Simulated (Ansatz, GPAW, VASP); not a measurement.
# NiO: 3 runs at one level of theory

```xyz
2
Lattice="0.0000 2.0859 2.0859 2.0859 0.0000 2.0859 2.0859 2.0859 0.0000" Properties=species:S:1:pos:R:3 pbc="T T T"
Ni    0.0000    0.0000    0.0000
O     2.0859    2.0859    2.0859
```

Alike in all runs: task single point; functional PBE; k mesh 11 × 11 × 11; occupations gaussian, width 0.026 eV; collinear spin, ferromagnetic start; no spin-orbit coupling. The measured crystal is an antiferromagnetic insulator; the state found here is the runs' own. Pressure is positive in compression and, in plane waves, holds the error of the finite cutoff.

```
                        program and potentials  plane-wave cutoff (eV)                                                                                 notes  pressure (GPa)  net moment per atom (μB)
Ansatz, all-electron LAPW, scalar-relativistic                       -                                                                                     -            6.64                      0.91
             VASP, PBE PAW files Ni, O, 520 eV                     520                                                8 valence electrons an atom on average            5.93                      0.88
    GPAW, GPAW PAW data sets (gpaw-data 1.2.1)                     800  11 valence electrons an atom on average; this data set often lies off other programs           10.23                      0.89
```

The pressure spans 5.93 (VASP, PBE PAW files Ni, O, 520 eV) to 10.23 GPa (GPAW, GPAW PAW data sets (gpaw-data 1.2.1)), with all-electron results at 6.64. The net moment per atom spans 0.88 (VASP, PBE PAW files Ni, O, 520 eV) to 0.91 μB (Ansatz, all-electron LAPW, scalar-relativistic), with all-electron results at 0.91. The state is the one that the start led to, which needn't be the lowest.

The functional is the same throughout but for its coding, so the spread measures potentials, basis and numerics; runs on potential files found faulty are left out.
